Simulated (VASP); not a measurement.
# Zr6C5 in VASP: further runs

The runs below take Zr6C5 through single point, with PBE.

Everything below comes from runs of VASP 6.6.1. Logs are shortened: lines on timing, memory, paths and dates and some standing lists are left out, and cuts for length are marked.

## Step 1: Starting point

The cell holds a slab with vacuum, 11 atoms: a = 3.324 Å, b = 3.324 Å, c = 25.569 Å, α = 90.00°, β = 90.00°, γ = 120.00°.

## Step 2: Single point, PBE

File INCAR:

```
PREC     = Accurate       # precision mode
ENCUT    = 460            # plane-wave cutoff, eV
EDIFF    = 0.001          # SCF threshold, eV
ISMEAR   = 1              # smearing method
SIGMA    = 0.1            # smearing width, eV
LREAL    = False          # projectors in reciprocal space
LASPH    = True           # aspherical terms in the spheres
NELM     = 120            # most SCF steps
ALGO     = Normal         # electronic algorithm
ISIF     = 2              # what is computed and relaxed
LWAVE    = False          # write WAVECAR
LCHARG   = False          # write CHGCAR
LDIPOL   = True         
IDIPOL   = 3            
DIPOL    = 0.5 0.5 0.500
GGA      = PE             # functional
NBANDS   = 65             # bands
LVHAR    = True         
LVACPOTAV= True
```

File KPOINTS:

```
regular mesh
0
Gamma
  9 9 1
```

File POSCAR:

```
Zr6C5
1.0
    3.3236988564      0.0000000000      0.0000000000
   -1.6618494282      2.8784076442      0.0000000000
    0.0000000000      0.0000000000     25.5689437615
Zr C
6 5
Direct
    0.3333333333      0.6666666667      0.2346596737
    0.0000000000      0.0000000000      0.3407958042
    0.6666666667      0.3333333333      0.4469319347
    0.3333333333      0.6666666667      0.5530680653
    0.0000000000      0.0000000000      0.6592041958
    0.6666666667      0.3333333333      0.7653403263
    0.6666666667      0.3333333333      0.2877277390
    0.3333333333      0.6666666667      0.3938638695
    0.0000000000      0.0000000000      0.5000000000
    0.6666666667      0.3333333333      0.6061361305
    0.3333333333      0.6666666667      0.7122722610
```

Potentials or basis: VASP PAW PBE potentials, release 64 (Zr_sv, C).

Started as:

```console
> cat potpaw_PBE.64/Zr_sv/POTCAR potpaw_PBE.64/C/POTCAR > POTCAR
> mpirun -np 1 vasp_std > vasp.out
```

OUTCAR:

```text
PREC = Accurate
   ENCUT = 460
   EDIFF = 0.001
   ISMEAR = 1
   LREAL = False
   LASPH = True
   NELM = 120
   ISIF = 2
   GGA = PE

 Found     12 irreducible k-points:

 Following reciprocal coordinates:
            Coordinates               Weight
  0.000000  0.000000  0.000000      1.000000
  0.111111 -0.000000  0.000000      6.000000
  0.222222  0.000000  0.000000      6.000000
  0.333333 -0.000000  0.000000      6.000000
  0.444444  0.000000  0.000000      6.000000
  0.111111  0.111111  0.000000      6.000000
   k-points           NKPTS =     12   k-points in BZ     NKDIM =     12   number of bands    NBANDS=     65
   number of dos      NEDOS =    301   number of ions     NIONS =     11
   total plane-waves  NPLWV = 103680
   dimension x,y,z NGX =    24 NGY =   24 NGZ =  180
   dimension x,y,z NGXF=    48 NGYF=   48 NGZF=  360
   ions per type =               6   5
   NGX,Y,Z   is equivalent  to a cutoff of  12.00, 12.00, 11.70 a.u.
   NGXF,Y,Z  is equivalent  to a cutoff of  24.01, 24.01, 23.41 a.u.
 SYSTEM =  unknown system
   PREC   = accura    normal or accurate (medium, high low for compatibility)
   ISTART =      0    job   : 0-new  1-cont  2-samecut
   ICHARG =      2    charge: 1-file 2-atom 10-const
   ISPIN  =      1    spin polarized calculation?
   LNONCOLLINEAR =      F non collinear calculations
   LSORBIT =      F    spin-orbit coupling
   LASPH  =      T    aspherical Exc in radial PAW
   ENCUT  =  460.0 eV  33.81 Ry    5.81 a.u.   5.81  5.81 44.71*2*pi/ulx,y,z
   NELM   =    120;   NELMIN=  2; NELMDL= -5     # of ELM steps
   EDIFF  = 0.1E-02   stopping-criterion for ELM
   LREAL  =      F    real-space projection
   EDIFFG = 0.1E-01   stopping-criterion for IOM
   NSW    =      0    number of steps for IOM
   IBRION =     -1    ionic relax: 0-MD 1-quasi-New 2-CG
   NFREE  =      0    steps in history (QN), initial steepest desc. (CG)
   ISIF   =      2    stress and relaxation
   ISYM   =      2    0-nonsym 1-usesym 2-fastsym
   POTIM  = 0.5000    time-step for ionic-motion
   TEBEG  =    0.0;   TEEND  =   0.0 temperature during run
   PSTRESS=    0.0 pullay stress
   NELECT =      92.0000    total number of electrons
   NUPDOWN=      -1.0000    fix difference up-down
   EMIN   =  10.00;   EMAX   =-10.00  energy-range for DOS
   EFERMI =   0.00;   METHOD = LEGACY
   ISMEAR =     1;   SIGMA  =   0.10  broadening in eV -4-tet -1-fermi 0-gaus
   EFERMI_NEDOS =   21; number of points for ismear=-14 and -15
   IALGO  =     38    algorithm
   IMIX   =      4    mixing-type and parameters
     AMIX     =   0.40;   BMIX     =  1.00
     AMIX_MAG =   1.60;   BMIX_MAG =  1.00
  volume/ion in A,a.u.               =      22.24       150.07
  Fermi-wavevector in a.u.,A,eV,Ry     =   1.181703  2.233096 18.999491  1.396423
  Thomas-Fermi vector in A             =   2.317972
   LORBIT       =      0    0 simple, 1 ext, 2 COOP (PROOUT), +10 PAW based schemes
   GGA     = PE    functional components
   LHFCALC =     F    Hartree Fock is set to
   AEXX    =    0.0000 exact exchange contribution
   IVDW    =     0    specifies the selected vdW correction
   LEPSILON=     F    determine dielectric tensor
   LRPA    =     F    only Hartree local field effects (RPA)
 non-spin polarized calculation
 Methfessel and Paxton  Order N= 1 SIGMA  =   0.10
  energy-cutoff  :      460.00
  volume of cell :      244.62
 maximum number of plane-waves:      5512
 NGX is ok and might be reduce to    24
   NGX = 11   NGY = 11   NGZ = 89

 number of electron      91.9999995 magnetization

 dipolmoment           0.000000      0.000000     -0.000000 electrons x Angstroem

 Free energy of the ion-electron system (eV)
  ---------------------------------------------------
  ext. energy  EPLUGINS =         0.00000000
  ---------------------------------------------------
  free energy    TOTEN  =      -103.76382900 eV

  energy without entropy =     -103.76814625  energy(sigma->0) =     -103.76526808

 E-fermi :   4.5184     XC(G=0):  -8.3939

 val. band max:        4.5001562735   @ k =   0.0000   0.0000   0.0000
 cond. band min:       4.5268693235   @ k =   0.3333   0.1111   0.0000
 fundamental gap:      0.0267130500
 Fermi energy:         4.5183962856

 k-point     1 :       0.0000    0.0000    0.0000
  band No.  band energies     occupation
      1     -44.5514      2.00000
      2     -44.5513      2.00000
      3     -43.6078      2.00000
      4     -43.6028      2.00000
      5     -43.5406      2.00000
      6     -43.4950      2.00000
[... 50 lines left out ...]
     57       7.1108      0.00000
     58       7.1587      0.00000

 k-point     2 :       0.1111   -0.0000    0.0000
  band No.  band energies     occupation
      1     -44.5441      2.00000
      2     -44.5441      2.00000
      3     -43.5988      2.00000
      4     -43.5944      2.00000
      5     -43.5326      2.00000
      6     -43.4890      2.00000
[... 50 lines left out ...]
     57       7.2935      0.00000
     58       7.4444      0.00000
[... 181 lines left out ...]
     57       8.6667      0.00000
     58       8.7663      0.00000

 k-point     6 :       0.1111    0.1111    0.0000
  band No.  band energies     occupation
      1     -44.5314      2.00000
      2     -44.5314      2.00000
      3     -43.5829      2.00000
      4     -43.5796      2.00000
      5     -43.5183      2.00000
      6     -43.4787      2.00000
[... 50 lines left out ...]
     57       7.5498      0.00000
     58       7.8763      0.00000

 [... further k-points ...]

 [bands above 58 left out]

------------------------ aborting loop because EDIFF is reached ----------------------------------------

  FORCE on cell =-STRESS in cart. coord.  units (eV):
  Direction    XX          YY          ZZ          XY          YZ          ZX
  --------------------------------------------------------------------------------------
  -------------------------------------------------------------------------------------
  Total       -1.3488282     -1.3488282     -5.1369108      0.0000000      0.0000000     -0.0000000
  in kB       -8.8344694     -8.8344694    -33.6454120      0.0000000      0.0000000     -0.0000000
  external PRESSURE =     -17.1047836 kB  Pullay stress =       0.0000000 kB

 VOLUME and BASIS-vectors are now :
 -----------------------------------------------------------------------------
  energy-cutoff  :      460.00
  volume of cell :      244.62
      direct lattice vectors                 reciprocal lattice vectors
     3.323698856  0.000000000  0.000000000     0.300869616  0.173707154  0.000000000
    -1.661849428  2.878407644  0.000000000     0.000000000  0.347414308  0.000000000
     0.000000000  0.000000000 25.568943762     0.000000000  0.000000000  0.039109946

 POSITION                                       TOTAL-FORCE (eV/Angst)
 -----------------------------------------------------------------------------------
     -0.00000      1.91894      6.00000         0.000000     -0.000000      1.579901
      0.00000      0.00000      8.71379         0.000000      0.000000      0.433150
      1.66185      0.95947     11.42758        -0.000000     -0.000000     -0.009367
     -0.00000      1.91894     14.14137         0.000000      0.000000      0.009367
      0.00000      0.00000     16.85516         0.000000      0.000000     -0.433150
      1.66185      0.95947     19.56894        -0.000000      0.000000     -1.579901
      1.66185      0.95947      7.35689        -0.000000      0.000000     -1.756103
     -0.00000      1.91894     10.07068         0.000000      0.000000     -0.193899
      0.00000      0.00000     12.78447         0.000000      0.000000     -0.000000
      1.66185      0.95947     15.49826         0.000000      0.000000      0.193899
     -0.00000      1.91894     18.21205         0.000000     -0.000000      1.756103
 -----------------------------------------------------------------------------------
    total drift:                                0.000000     -0.000000      0.000000

  FREE ENERGIE OF THE ION-ELECTRON SYSTEM (eV)
  ---------------------------------------------------
  free  energy   TOTEN  =      -103.7638290002 eV

  energy  without entropy=     -103.7681462544  energy(sigma->0) =     -103.76526808
```

OSZICAR:

```text
N       E                     dE             d eps       ncg     rms          rms(c)
DAV:   1     0.856000743049E+03    0.85600E+03   -0.44977E+04  1632   0.124E+03
DAV:   2    -0.401526209016E+02   -0.89615E+03   -0.85971E+03  1828   0.391E+02
DAV:   3    -0.119180215496E+03   -0.79028E+02   -0.77979E+02  2384   0.920E+01
DAV:   4    -0.128132094623E+03   -0.89519E+01   -0.89285E+01  2696   0.272E+01
DAV:   5    -0.129240417912E+03   -0.11083E+01   -0.11082E+01  2328   0.656E+00    0.483E+01
DAV:   6    -0.162936788009E+03   -0.33696E+02   -0.28914E+02  2315   0.521E+01    0.345E+01
DAV:   7    -0.144378588715E+03    0.18558E+02   -0.11853E+03  2489   0.592E+01    0.292E+01
DAV:   8    -0.117371803204E+03    0.27007E+02   -0.29484E+02  1960   0.379E+01    0.200E+01
DAV:   9    -0.107434757814E+03    0.99370E+01   -0.29999E+01  2160   0.154E+01    0.120E+01
DAV:  10    -0.104181083324E+03    0.32537E+01   -0.12425E+01  2320   0.767E+00    0.467E+00
DAV:  11    -0.103828074982E+03    0.35301E+00   -0.20349E+00  2192   0.391E+00    0.263E+00
DAV:  12    -0.103806838975E+03    0.21236E-01   -0.29833E-01  2144   0.189E+00    0.181E+00
DAV:  13    -0.103780822043E+03    0.26017E-01   -0.55949E-02  2096   0.875E-01    0.991E-01
DAV:  14    -0.103764845637E+03    0.15976E-01   -0.60787E-02  1952   0.889E-01    0.245E-01
DAV:  15    -0.103764054672E+03    0.79097E-03   -0.15223E-02  1848   0.290E-01    0.139E-01
DAV:  16    -0.103763829000E+03    0.22567E-03   -0.32302E-03  1504   0.171E-01
   1 F= -.10376383E+03 E0= -.10376527E+03  d E =0.431725E-02
```

stdout:

```text
POSCAR found type information on POSCAR ZrC
 POSCAR found :  2 types and      11 ions
 scaLAPACK will be used
 LDA part: xc-table for (Slater+PW92), standard interpolation
 POSCAR, INCAR and KPOINTS ok, starting setup
 FFT: planning ... GRIDC
[... 27 lines left out ...]
|           W    W  A    A  R    R  N    N  II  N    N   GGGG   !!!           |
|                                                                             |
|     Did not find any points to average over, which means that no vacuum     |
|     field-free region was found. Please increase the size of  your cell     |
|     in the dimension of the dipole correction to obtain accurate            |
|     workfunction values.                                                    |
|                                                                             |
 -----------------------------------------------------------------------------
```

Run time: 78 s. Hardware: 1 thread of Intel Xeon 6975P-C (Granite Rapids), shared host; peak memory 0.36 GiB.

These settings aren't checked as converged: the numbers below hold their error.

What came out:

```yaml
Free_energy: -103.7638 eV
Largest_force: 1.756 eV/Å
Band_gap_on_the_k_mesh: none (metal or under the smearing width)
```

Caveat: the cutoff is under 1.25 times the usual one of these potentials, so pressure, stress and relaxed cells hold a basis-set (Pulay) error.

## Step 3: Single point, PBE

This run uses another cell than the first one, of 24.85 Å³/atom, 1.117 times its volume.

Edit INCAR of step 2 so:

```diff
@@ -2,3 +2,3 @@
 ENCUT    = 460            # plane-wave cutoff, eV
-EDIFF    = 0.001          # SCF threshold, eV
+EDIFF    = 1E-7           # SCF threshold, eV
 ISMEAR   = 1              # smearing method
```

KPOINTS is that of step 2.

File POSCAR:

```
Zr6C5
1.0
    3.3236988564      0.0000000000      0.0000000000
   -1.6618494282      2.8784076442      0.0000000000
    0.0000000000      0.0000000000     28.5689437615
Zr C
6 5
Direct
    0.3333333333      0.6666666667      0.2625228312
    0.0000000000      0.0000000000      0.3575136987
    0.6666666667      0.3333333333      0.4525045662
    0.3333333333      0.6666666667      0.5474954338
    0.0000000000      0.0000000000      0.6424863013
    0.6666666667      0.3333333333      0.7374771688
    0.6666666667      0.3333333333      0.3100182649
    0.3333333333      0.6666666667      0.4050091325
    0.0000000000      0.0000000000      0.5000000000
    0.6666666667      0.3333333333      0.5949908675
    0.3333333333      0.6666666667      0.6899817351
```

Potentials or basis: VASP PAW PBE potentials, release 64 (Zr_sv, C).

Started as:

```console
> cat potpaw_PBE.64/Zr_sv/POTCAR potpaw_PBE.64/C/POTCAR > POTCAR
> mpirun -np 1 vasp_std > vasp.out
```

Run time: 2.7 min. Hardware: 1 thread of Intel Xeon 6975P-C (Granite Rapids), shared host; peak memory 0.39 GiB.

The run converged, but some of its settings lie outside the range that counts as converged, so its numbers aren't taken as properties of the slab.

Results:

| Quantity | Value |
| --- | --- |
| Free energy | -103.7656 eV |
| Largest force | 1.738 eV/Å |
| Band gap on the k mesh | none (metal or under the smearing width) |
| Work function of the upper face | 4.40 eV |
| Work function of the lower face | 4.40 eV |

Caveat: the cutoff is under 1.25 times the usual one of these potentials, so pressure, stress and relaxed cells hold a basis-set (Pulay) error.
